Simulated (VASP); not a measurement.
# Hf: single point with PBE+U

Hf, a slab with vacuum:

```
Hf
1.0
     3.19670    0.00000    0.00000
    -1.59835    2.76842    0.00000
     0.00000    0.00000   30.17340
Hf
7
Direct
  0.66667 0.33333 0.24856
  0.33333 0.66667 0.33238
  0.66667 0.33333 0.41619
  0.33333 0.66667 0.50000
  0.66667 0.33333 0.58381
  0.33333 0.66667 0.66762
  0.66667 0.33333 0.75144
```

The slab is cut from a database's or a generator's crystal, which needn't be the stable form of the element.

```
Program                : VASP 6.6.1
Task                   : single point
Functional             : PBE
Potentials or basis    : VASP PAW PBE potentials, release 64 (Hf_pv)
Cutoff                 : 520 eV
k mesh                 : 7 × 7 × 1
Occupations            : fermi-dirac, width 0.05 eV
Spin                   : no spin polarisation
Hubbard terms          : Hf d U = 6 eV
Dipole correction      : yes
Further INCAR settings : ALGO = Fast; EDIFF = 1e-06
```

```json
{"Largest force": "0.776 eV/Å", "Band gap on the k mesh": "none (metal or under the smearing width)", "Work function of the upper face": "4.54 eV", "Work function of the lower face": "4.54 eV"}
```

Forces on the atoms (eV/Å):
```
Hf   0.000  0.000 -0.776
Hf   0.000  0.000 -0.463
Hf   0.000  0.000  0.124
Hf   0.000  0.000  0.000
Hf   0.000  0.000 -0.124
Hf   0.000  0.000  0.463
Hf   0.000  0.000  0.776
```

Levels at points of the mesh, in eV from the Fermi level:
```
           k point  band 32  band 33  band 34  band 35  band 36  band 37
(0.00, 0.00, 0.00)    -0.07     0.36     0.92     1.48     1.54     1.55
```

Eigenvalues of the final occupation matrices:
| site | spin | trace | eigenvalues |
| --- | --- | --- | --- |
| site 1 d | 1 | 0.61 | 0.09 0.09 0.09 0.17 0.17 |
| site 1 d | 2 | 0.61 | 0.09 0.09 0.09 0.17 0.17 |
| site 2 d | 1 | 0.65 | 0.11 0.11 0.14 0.14 0.16 |
| site 2 d | 2 | 0.65 | 0.11 0.11 0.14 0.14 0.16 |
| site 3 d | 1 | 0.65 | 0.11 0.11 0.14 0.14 0.15 |
| site 3 d | 2 | 0.65 | 0.11 0.11 0.14 0.14 0.15 |
| site 4 d | 1 | 0.66 | 0.11 0.11 0.14 0.14 0.16 |
| site 4 d | 2 | 0.66 | 0.11 0.11 0.14 0.14 0.16 |
| site 5 d | 1 | 0.65 | 0.11 0.11 0.14 0.14 0.15 |
| site 5 d | 2 | 0.65 | 0.11 0.11 0.14 0.14 0.15 |
| site 6 d | 1 | 0.65 | 0.11 0.11 0.14 0.14 0.16 |
| site 6 d | 2 | 0.65 | 0.11 0.11 0.14 0.14 0.16 |

It took 2.6 min on 1 thread of Intel(R) Xeon(R) 6975P-C (Granite Rapids), on a shared host, peak memory 0.38 GiB.

Caveat: U without spin polarisation on a metal has little footing; the U is typed as a test and isn't derived for this compound. The run has no spin-orbit coupling, so splittings on Hf are missing.
